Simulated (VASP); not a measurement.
# CdTe (F-43m) in VASP: notebook

CdTe is run at these levels: r2SCAN; tasks: single point.

All numbers are computed with VASP 6.6.1; they aren't measurements. Logs are shortened: lines on timing, memory, paths and dates and some standing lists are left out, and cuts for length are marked.

**The experiment to reproduce.**

A printed reference work, data compilation reports, for a bulk crystal of CdTe at 0 K: band gap 1.607 eV.

The runs below are set against these values where they give the same quantity.

## 1. The cell of the first run

It takes space group F-43m (No. 216, cubic). The conventional cell has a = 6.557 Å, b = 6.557 Å, c = 6.557 Å, α = 90.00°, β = 90.00°, γ = 90.00°. Cd (site symmetry -43m) has 4 Te at 2.84 Å within 3.7 Å. Te (site symmetry -43m) has 4 Cd at 2.84 Å within 3.7 Å.

## 2. Single point, r2SCAN

File POSCAR:

```
CdTe
1.0
    0.0000000000      3.2786029478      3.2786029478
    3.2786029478      0.0000000000      3.2786029478
    3.2786029478      3.2786029478      0.0000000000
Cd Te
1 1
Direct
    0.0000000000      0.0000000000      0.0000000000
    0.2500000000      0.2500000000      0.2500000000
```

File INCAR.step1:

```
SYSTEM = CdTe
PREC = Accurate ; ENCUT = 520
ISMEAR = -1 ; SIGMA = 0.02
LREAL = .False. ; LASPH = .True.
NELM = 60 ; NBANDS = 16
GGA = PE ; ALGO = Normal
EDIFF = 1E-4 ; LWAVE = .True.
LCHARG = .False.
```

File INCAR.step2:

```
SYSTEM = CdTe
PREC = Accurate ; ENCUT = 520
EDIFF = 1E-6 ; ISMEAR = -1
SIGMA = 0.02 ; LREAL = .False.
LASPH = .True. ; NELM = 60
ALGO = Normal ; ISIF = 2
LWAVE = .False. ; LCHARG = .False.
METAGGA = R2SCAN ; LMIXTAU = .True.
NBANDS = 16 ; ISTART = 1
```

File KPOINTS:

```
Automatic mesh
0
Gamma
  8 8 8
  0 0 0
```

Potentials or basis: VASP PAW PBE potentials, release 64 (Cd, Te).

On the command line:

```
cat potpaw_PBE.64/Cd/POTCAR potpaw_PBE.64/Te/POTCAR > POTCAR
cp INCAR.step1 INCAR
mpirun -np 1 vasp_std > vasp.out
cp INCAR.step2 INCAR
mpirun -np 1 vasp_std > vasp.out
```

OUTCAR:

```text
SYSTEM = CdTe
   PREC = Accurate
   ENCUT = 520
   EDIFF = 1E-6
   ISMEAR = -1
   LREAL = .False.
   LASPH = .True.
   NELM = 60
   ISIF = 2
   METAGGA = R2SCAN
   ISTART = 1

 ion  position               nearest neighbor table
   1  0.000  0.000  0.000-   2 2.84   2 2.84   2 2.84   2 2.84
   2  0.250  0.250  0.250-   1 2.84   1 2.84   1 2.84   1 2.84

  LATTYP: Found a face centered cubic cell.
 ALAT       =     6.5572058956

  Lattice vectors:

 A1 = (   0.0000000000,   3.2786029478,   3.2786029478)
 A2 = (   3.2786029478,   0.0000000000,   3.2786029478)
 A3 = (   3.2786029478,   3.2786029478,   0.0000000000)

Analysis of symmetry for initial positions (statically):
=====================================================================
 Subroutine PRICEL returns:
 Original cell was already a primitive cell.

 Routine SETGRP: Setting up the symmetry group for a
 face centered cubic supercell.

 Subroutine GETGRP returns: Found 24 space group operations
 (whereof 24 operations were pure point group operations)
 out of a pool of 48 trial point group operations.

The static configuration has the point symmetry T_d .

Analysis of symmetry for dynamics (positions and initial velocities):
=====================================================================
 Subroutine PRICEL returns:
 Original cell was already a primitive cell.

 Routine SETGRP: Setting up the symmetry group for a
 face centered cubic supercell.

 Subroutine GETGRP returns: Found 24 space group operations
 (whereof 24 operations were pure point group operations)
 out of a pool of 48 trial point group operations.

The dynamic configuration has the point symmetry T_d .

 Subroutine INISYM returns: Found 24 space group operations
 (whereof 24 operations are pure point group operations),
 and found     1 'primitive' translations

----------------------------------------------------------------------------------------

                                     Primitive cell

  volume of cell :      70.4850

  direct lattice vectors                    reciprocal lattice vectors
     0.000000000  3.278602948  3.278602948    -0.152503980  0.152503980  0.152503980
[... 74 lines left out ...]
   NGX,Y,Z   is equivalent  to a cutoff of  12.91, 12.91, 12.91 a.u.
   NGXF,Y,Z  is equivalent  to a cutoff of  25.82, 25.82, 25.82 a.u.
 SYSTEM =  CdTe
   PREC   = accura    normal or accurate (medium, high low for compatibility)
   ISTART =      1    job   : 0-new  1-cont  2-samecut
   ICHARG =      0    charge: 1-file 2-atom 10-const
   ISPIN  =      1    spin polarized calculation?
   LNONCOLLINEAR =      F non collinear calculations
   LSORBIT =      F    spin-orbit coupling
   LASPH  =      T    aspherical Exc in radial PAW
   ENCUT  =  520.0 eV  38.22 Ry    6.18 a.u.   8.62  8.62  8.62*2*pi/ulx,y,z
   NELM   =     60;   NELMIN=  2; NELMDL=  0     # of ELM steps
   EDIFF  = 0.1E-05   stopping-criterion for ELM
   LREAL  =      F    real-space projection
   EDIFFG = 0.1E-04   stopping-criterion for IOM
   NSW    =      0    number of steps for IOM
   IBRION =     -1    ionic relax: 0-MD 1-quasi-New 2-CG
   NFREE  =      0    steps in history (QN), initial steepest desc. (CG)
   ISIF   =      2    stress and relaxation
   ISYM   =      2    0-nonsym 1-usesym 2-fastsym
   POTIM  = 0.5000    time-step for ionic-motion
   TEBEG  =    0.0;   TEEND  =   0.0 temperature during run
   PSTRESS=    0.0 pullay stress
   NELECT =      18.0000    total number of electrons
   NUPDOWN=      -1.0000    fix difference up-down
   EMIN   =  10.00;   EMAX   =-10.00  energy-range for DOS
   EFERMI =   0.00;   METHOD = LEGACY
   ISMEAR =    -1;   SIGMA  =   0.02  broadening in eV -4-tet -1-fermi 0-gaus
   EFERMI_NEDOS =   21; number of points for ismear=-14 and -15
   IALGO  =     38    algorithm
   IMIX   =      4    mixing-type and parameters
     AMIX     =   0.40;   BMIX     =  1.00
     AMIX_MAG =   1.60;   BMIX_MAG =  1.00
  volume/ion in A,a.u.               =      35.24       237.83
  Fermi-wavevector in a.u.,A,eV,Ry     =   1.038644  1.962753 14.677720  1.078782
  Thomas-Fermi vector in A             =   2.173138
   LORBIT       =      0    0 simple, 1 ext, 2 COOP (PROOUT), +10 PAW based schemes
   METAGGA = R2SCAN    functional components
   LHFCALC =     F    Hartree Fock is set to
   AEXX    =    0.0000 exact exchange contribution
   IVDW    =     0    specifies the selected vdW correction
   LEPSILON=     F    determine dielectric tensor
   LRPA    =     F    only Hartree local field effects (RPA)
 non-spin polarized calculation
  energy-cutoff  :      520.00
  volume of cell :       70.48
 maximum number of plane-waves:      1924
 NGX is ok and might be reduce to    36
   NGX = 17   NGY = 17   NGZ = 17

 number of electron      18.0000005 magnetization

 Free energy of the ion-electron system (eV)
  ---------------------------------------------------
  ext. energy  EPLUGINS =         0.00000000
  ---------------------------------------------------
  free energy    TOTEN  =       -46.64519864 eV

  energy without entropy =      -46.64519864  energy(sigma->0) =      -46.64519864

 E-fermi :   2.1859     XC(G=0):  -8.9420

 val. band max:        1.7858499059   @ k =   0.0000   0.0000   0.0000
 cond. band min:       2.9446623039   @ k =   0.0000   0.0000   0.0000
 fundamental gap:      1.1588123980
 Fermi energy:         2.1858807469

 k-point     1 :       0.0000    0.0000    0.0000
  band No.  band energies     occupation
      1      -9.5393      2.00000
      2      -6.6610      2.00000
      3      -6.6610      2.00000
      4      -6.6610      2.00000
      5      -6.4034      2.00000
      6      -6.4034      2.00000
[... 433 lines left out ...]
      3      -6.5635      2.00000
      4      -6.4173      2.00000
      5      -6.3978      2.00000
      6      -5.9647      2.00000
[... 8 lines left out ...]
     15      12.3521      0.00000
     16      12.9218      0.00000

 [... further k-points ...]
[... 5 lines left out ...]
  --------------------------------------------------------------------------------------
  -------------------------------------------------------------------------------------
  Total        0.0530810      0.0530810      0.0530810      0.0000000     -0.0000000      0.0000000
  in kB        1.2065708      1.2065708      1.2065708      0.0000000     -0.0000000      0.0000000
  external PRESSURE =       1.2065708 kB  Pullay stress =       0.0000000 kB

 VOLUME and BASIS-vectors are now :
 -----------------------------------------------------------------------------
  energy-cutoff  :      520.00
  volume of cell :       70.48
      direct lattice vectors                 reciprocal lattice vectors
     0.000000000  3.278602948  3.278602948    -0.152503980  0.152503980  0.152503980
     3.278602948  0.000000000  3.278602948     0.152503980 -0.152503980  0.152503980
     3.278602948  3.278602948  0.000000000     0.152503980  0.152503980 -0.152503980

 POSITION                                       TOTAL-FORCE (eV/Angst)
 -----------------------------------------------------------------------------------
      0.00000      0.00000      0.00000         0.000000     -0.000000     -0.000000
      1.63930      1.63930      1.63930        -0.000000      0.000000      0.000000
 -----------------------------------------------------------------------------------
    total drift:                               -0.000001     -0.000001     -0.000001

  FREE ENERGIE OF THE ION-ELECTRON SYSTEM (eV)
  ---------------------------------------------------
  free  energy   TOTEN  =       -46.6451986396 eV

  energy  without entropy=      -46.6451986396  energy(sigma->0) =      -46.64519864
```

OUTCAR.step1:

```text
SYSTEM = CdTe
   PREC = Accurate
   ENCUT = 520
   ISMEAR = -1
   LREAL = .False.
   LASPH = .True.
[... 677 lines left out ...]
      0.00000      0.00000      0.00000         0.000000      0.000000      0.000000
      1.63930      1.63930      1.63930        -0.000000     -0.000000     -0.000000
 -----------------------------------------------------------------------------------
    total drift:                               -0.000000     -0.000000     -0.000000

  FREE ENERGIE OF THE ION-ELECTRON SYSTEM (eV)
  ---------------------------------------------------
  free  energy   TOTEN  =        -4.8043005384 eV

  energy  without entropy=       -4.8043005381  energy(sigma->0) =       -4.80430054
```

Wall time 78 s (1 thread of Intel Xeon Platinum 8375C at 2.90GHz (Ice Lake), shared host); peak memory 0.23 GiB.

Results:

```
Free energy            : -46.6452 eV
Pressure               : 0.1 GPa
Band gap on the k mesh : 1.16 eV, direct
```

Caveat: the PAW data sets were made with another functional, which shifts forces and pressure a little; spin-orbit coupling is left out, which moves the levels of the heavy elements.

## 3. Single point, r2SCAN

This run uses another cell than the first one, of 37.36 Å³/atom, 1.060 times its volume.

File POSCAR:

```
CdTe
1.0
    0.0000000000      3.3429056100      3.3429056100
    3.3429056100      0.0000000000      3.3429056100
    3.3429056100      3.3429056100      0.0000000000
Cd Te
1 1
Direct
    0.0000000000      0.0000000000      0.0000000000
    0.2500000000      0.2500000000      0.2500000000
```

File INCAR.step1:

```
SYSTEM = CdTe
PREC     = Accurate       ! precision mode
ENCUT    = 520            ! plane-wave cutoff, eV
ISMEAR   = -1             ! smearing method
SIGMA    = 0.02           ! smearing width, eV
LREAL    = .FALSE.        ! projectors in reciprocal space
LASPH    = .TRUE.         ! aspherical terms in the spheres
NELM     = 80             ! most SCF steps
NBANDS   = 16             ! bands
GGA      = PE             ! functional
ALGO     = Normal         ! electronic algorithm
EDIFF    = 1E-4           ! SCF threshold, eV
LWAVE    = .TRUE.         ! write WAVECAR
LCHARG   = .FALSE.        ! write CHGCAR
```

File INCAR.step2:

```
SYSTEM = CdTe
PREC     = Accurate       ! precision mode
ENCUT    = 520            ! plane-wave cutoff, eV
EDIFF    = 1E-6           ! SCF threshold, eV
ISMEAR   = -1             ! smearing method
SIGMA    = 0.02           ! smearing width, eV
LREAL    = .FALSE.        ! projectors in reciprocal space
LASPH    = .TRUE.         ! aspherical terms in the spheres
NELM     = 80             ! most SCF steps
ALGO     = Normal         ! electronic algorithm
ISIF     = 2              ! what is computed and relaxed
LWAVE    = .FALSE.        ! write WAVECAR
LCHARG   = .TRUE.         ! write CHGCAR
METAGGA  = R2SCAN         ! meta-GGA
LMIXTAU  = .TRUE.       
LELF     = .TRUE.         ! ELF
LVHAR    = .TRUE.       
NBANDS   = 16             ! bands
ISTART   = 1
```

File KPOINTS:

```
Automatic mesh
0
G
  8 8 8
  0 0 0
```

Potentials or basis: VASP PAW PBE potentials, release 64 (Cd, Te).

On the command line:

```
cat potpaw_PBE.64/Cd/POTCAR potpaw_PBE.64/Te/POTCAR > POTCAR
cp INCAR.step1 INCAR
mpirun -np 1 vasp_std > vasp.out
cp INCAR.step2 INCAR
mpirun -np 1 vasp_std > vasp.out
```

Wall time 79 s (1 thread of Intel Xeon Platinum 8375C at 2.90GHz (Ice Lake), shared host); peak memory 0.23 GiB.

The run converged. Its results:

| Item | Value |
| --- | --- |
| Free energy | -46.6192 eV |
| Pressure | -2.0 GPa |
| Band gap on the k mesh | 0.97 eV, direct |

Levels at points of the mesh, in eV from the valence-band top:
```tsv
k point	band 7	band 8	band 9	band 10	band 11	band 12
(0.00, 0.00, 0.00)	0.00	0.00	0.00	0.97	5.08	5.08
(0.50, 0.00, 0.00)	-3.98	-0.66	-0.66	2.12	5.61	5.61
(0.50, 0.50, 0.00)	-3.91	-1.61	-1.61	2.97	3.07	8.93
```

Caveat: the PAW data sets were made with another functional, which shifts forces and pressure a little; spin-orbit coupling is left out, which moves the levels of the heavy elements.

## 4. Comparison with measurements

Step 2. A measured gap of CdTe is 1.607 eV (0 K; a printed reference work, data compilation); the calculated 1.16 eV misses it by -0.45 eV. Spin-orbit coupling on Cd, Te is left out. The value is that of r2SCAN, without temperature or zero-point motion.

Step 3. Measured gap of CdTe: 1.607 eV (0 K; a printed reference work, data compilation). This calculation gives 0.97 eV (-0.63 eV). Spin-orbit coupling on Cd, Te is left out. The value is that of r2SCAN, without temperature or zero-point motion.
